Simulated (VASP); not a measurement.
GaAs, 2 atoms in the cell. It takes space group F-43m (No. 216, cubic). Conventional cell: a = 5.611 Å, b = 5.611 Å, c = 5.611 Å, α = 90.00°, β = 90.00°, γ = 90.00°. Ga (site symmetry -43m) has 4 As at 2.43 Å as nearest neighbours. Around As (site symmetry -43m) lie 4 Ga at 2.43 Å. 

* Program: VASP 6.6.1
* Task: dielectric tensor
* Functional: LDA
* Potentials or basis: VASP PAW LDA potentials, release 64 (Ga_d, As)
* Cutoff: 600 eV
* k mesh: 10 × 10 × 10
* Occupations: gaussian, width 0.03 eV
* Spin: no spin polarisation
* Further INCAR settings: ALGO = Fast; EDIFF = 1e-08

Potentials or basis: VASP PAW LDA potentials, release 64 (Ga_d, As).

Launch:

```console
$ cat potpaw_LDA.64/Ga_d/POTCAR potpaw_LDA.64/As/POTCAR > POTCAR
$ mpirun -np 1 vasp_std > vasp.out
```

Hardware: 1 thread of Intel(R) Xeon(R) Platinum 8488C (Sapphire Rapids) (shared host).

Task: How long does it take, and how much memory?

Result: Run time: 4.5 min on 1 thread of Intel(R) Xeon(R) Platinum 8488C (Sapphire Rapids), on a shared host, peak memory 0.41 GiB. Counts: scf iterations 139, k points 47.
